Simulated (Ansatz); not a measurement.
**Calculated ¹⁷⁷Hf nuclear quadrupole resonance for HfO₂ under strain**

Cell: an entry of the Crystallography Open Database (COD), relaxed with PBE at fixed cell and then changed (z compressed by 3 %, ions relaxed).

```cif
data_structure
_symmetry_space_group_name_H-M 'P 1'
_symmetry_Int_Tables_number 1
_cell_length_a 3.5630
_cell_length_b 3.5630
_cell_length_c 3.6169
_cell_angle_alpha 59.499
_cell_angle_beta 59.499
_cell_angle_gamma 61.002
_cell_volume 32.45
loop_
_atom_site_label
_atom_site_type_symbol
_atom_site_fract_x
_atom_site_fract_y
_atom_site_fract_z
_atom_site_occupancy
Hf1 Hf 0.00000 0.00000 0.00000 1
O2 O 0.25000 0.25000 0.25000 1
O3 O 0.75000 0.75000 0.75000 1
```

Sites (sets of like atoms) are named by element and the number of their first atom in this list.

Level of theory: DFT, PBE, plane waves and PAW, scalar-relativistic, 420 eV cutoff, Γ-centred 10×10×10 k-points, Fermi–Dirac smearing 0.02 eV (Ansatz 0.2.0).

¹⁷⁷Hf: I = 7/2, Q = 3365 mb (year-2017 value). Static lattice, zero field.

Task: The simulated lines lie at 21.6, 43.2, 64.8 MHz. What are |C_Q|, η and |V_zz| at Hf?

Result: For I = 7/2 and η = 0 the lines are |C_Q|/14 times 1, 2 and 3; η shifts the lowest up most. Here |C_Q| = 303 MHz, η = 0.00 and |V_zz| = 3.72 × 10²¹ V/m². The calculation gives V_zz positive; the lines don't show the sign. The site has 8 O at 2.19 Å.

An axis of threefold or higher order runs through Hf, so V_zz lies along it and η is zero.

Without spin–orbit coupling the gradients at and beside Hf can be off by some per cent, at some sites by more. At this changed cell the PBE pressure is 5 GPa.
